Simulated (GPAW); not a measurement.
The system is GaSb.

```xyz
2
Lattice="0.0000 3.0590 3.0590 3.0590 0.0000 3.0590 3.0590 3.0590 0.0000" Properties=species:S:1:pos:R:3 pbc="T T T"
Sb    4.5885    4.5885    4.5885
Ga    0.0000    0.0000    0.0000
```

* Program: GPAW 26.7.0
* Task: relaxation of cell and atoms
* Functional: PBEsol
* Dispersion: D3(BJ)
* Potentials or basis: PAW data sets generated in the run's folder for this functional
* Cutoff: 600 eV
* Basis: pw
* k mesh: 8 × 8 × 8
* Occupations: fermi-dirac, width 0.05 eV
* Spin: no spin polarisation

At the start: pressure -1.9 GPa; volume 28.62 Å³/atom.

How do energy, volume and symmetry change on relaxing?

Over 5 steps the energy falls by 6.2 meV/atom and the volume is 27.46 Å³/atom (-4.1 %); space group F-43m (No. 216, to 0.05 Å).

Step by step:
```tsv
step	energy change (eV)	largest force (eV/Å)	pressure (GPa)	volume (Å³)
1	0.0000	0.0000	-1.91	57.25
2	-0.0032	0.0000	-1.66	56.96
3	-0.0080	0.0000	-1.19	56.42
4	-0.0118	0.0000	-0.52	55.71
5	-0.0124	0.0000	0.28	54.93
```

Final structure:
```
CELL_PARAMETERS angstrom
0.00000 3.01712 3.01712
3.01712 0.00000 3.01712
3.01712 3.01712 0.00000
ATOMIC_POSITIONS crystal
Sb 0.75000 0.75000 0.75000
Ga 0.00000 0.00000 0.00000
```

Caveat: later steps reuse the first step's grids.
